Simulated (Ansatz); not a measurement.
# HfC: the cost of one run

Method: DFT PBE, scalar-relativistic, plane waves, PAW, in Ansatz 0.2.0.

1 further run of the same task is left out (it didn't finish).

## 1. The starting structure

Symmetry: P6_3/mmc, No. 194, hexagonal system. The conventional cell has a = 3.343 Å, b = 3.343 Å, c = 5.203 Å, α = 90.00°, β = 90.00°, γ = 120.00°. Hf (site symmetry -6m2) is surrounded by 6 C at 2.33 Å. Around C (site symmetry -3m) lie 6 Hf at 2.33 Å.

Structure file:

```xyz
4
Lattice="3.3429 0.0000 0.0000 -1.6714 2.8950 0.0000 0.0000 0.0000 5.2027" Properties=species:S:1:pos:R:3 pbc="T T T"
Hf    1.6714    0.9650    3.9020
Hf    0.0000    1.9300    1.3007
C     0.0000    0.0000    0.0000
C     0.0000    0.0000    2.6014
```

The start is a polymorph listed in a database, not an invented cell.

## 2. A first look at the guess

input.yaml reads:

```yaml
crystal:
  lattice:
    - [3.34286597, 0.0, 0.0]
    - [-1.67143299, 2.89500685, 0.0]
    - [0.0, 0.0, 5.20271397]
  atoms:
    - { symbol: Hf, position: [0.66666667, 0.33333333, 0.75] }
    - { symbol: Hf, position: [0.33333333, 0.66666667, 0.25] }
    - { symbol: C, position: [0.0, 0.0, 0.0] }
    - { symbol: C, position: [0.0, 0.0, 0.5] }
basis:
  ecutwfc: 420
kpoints:
  mp_grid: { grid: [6, 6, 4] }
hamiltonian:
  xc: pbe
scf:
  occupations: { method: gaussian, width: 0.1 }
  lower_state_search: "off"
output:
  forces: true
  stress: true
  eigenvalues: true
```

Run with:

```console
$ ansatz run input.yaml --threads 1 --pin off --max-ram 2560MiB --backend cpu --events-out ev --progress --plain --runs-dir out
```

What time and memory should one allow on 1 thread of Intel Xeon Platinum 8488C (Sapphire Rapids), shared host?

About 1.6 s, with a peak of 0.4 GiB.
